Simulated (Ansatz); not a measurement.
Input and command of a plane-wave DFT calculation in Ansatz:

```yaml
crystal:
  lattice:
    - [3.179064, 0.02384298, 0.0]
    - [0.02384298, 3.179064, 0.0]
    - [0.0, 0.0, 3.179064]
  atoms:
    - { symbol: Ti, position: [0.0, 0.0, 0.0] }
    - { symbol: Al, position: [0.5, 0.5, 0.5] }
basis:
  ecutwfc: 500
kpoints:
  mp_grid: { grid: [16, 16, 16] }
hamiltonian:
  xc: r2scan
scf:
  occupations: { method: gaussian, width: 0.15 }
output:
  forces: true
  stress: true
  eigenvalues: true
```

```bash
ansatz run input.yaml --threads 1 --pin off --max-ram 2560MiB --backend cpu --events-out ev --progress --plain --runs-dir out
```

Processor: Intel(R) Xeon(R) Processor @ 2.50GHz (Skylake/Cascade Lake), 1 thread, on a host shared with other jobs.

Problem. How long does it run, and how much memory does it take?

Solution. About 55 s on 1 thread of Intel(R) Xeon(R) Processor @ 2.50GHz (Skylake/Cascade Lake), with other jobs on the host, peak memory 0.64 GiB. It solves 12 bands at 657 k points (the mesh reduced by the symmetry that the task leaves, which can be less than the crystal's) with about 803 plane waves, in 6 SCF iterations.
